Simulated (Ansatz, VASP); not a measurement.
Te2Mo in VASP and in Ansatz

```
Te Mo
1.0
     6.36161    0.00000    0.00000
     0.00000    3.48040    0.00000
    -0.08574    0.00000   36.17589
Te Mo
4 2
Direct
  0.42925 0.75000 0.54070
  0.57075 0.25000 0.45930
  0.92085 0.25000 0.55653
  0.07915 0.75000 0.44347
  0.18135 0.25000 0.49747
  0.81865 0.75000 0.50253
```

Alike in both runs: task relaxation of cell and atoms; functional PBE; k mesh 4 × 8 × 1; occupations fermi-dirac, width 0.05 eV; no spin polarisation.

```csv
,VASP,Ansatz
version,VASP 6.6.1,Ansatz 0.2.0
potentials or method,"VASP PAW PBE potentials, release 64 (Te, Mo_pv)",Ansatz PAW
plane-wave cutoff (eV),600,420
valence electrons in the cell,48,92
```

Ansatz gave:

| Quantity | Value |
| --- | --- |
| relaxed volume (Å³/atom) | 133.23 |
| relaxed cell length with the largest relative difference (Å) | 36.172 |
| energy change over the relaxation (meV/atom) | -1 |

Problem. Which values does VASP return?

Solution. Relaxed volume (Å³/atom): 133.80; relaxed cell length with the largest relative difference (Å): 36.374; energy change over the relaxation (meV/atom): -1.

The two sets of potentials don't hold the same shells in valence.

Caveats: without dispersion, layers of such crystals drift apart on relaxing, which shifts levels and gaps; volumes and pressures include the vacuum; the plane-wave basis is chosen anew once the cell has moved, so the energies of steps on either side of that aren't comparable (Ansatz). Spin-orbit coupling is left out, which matters for the levels of Te.
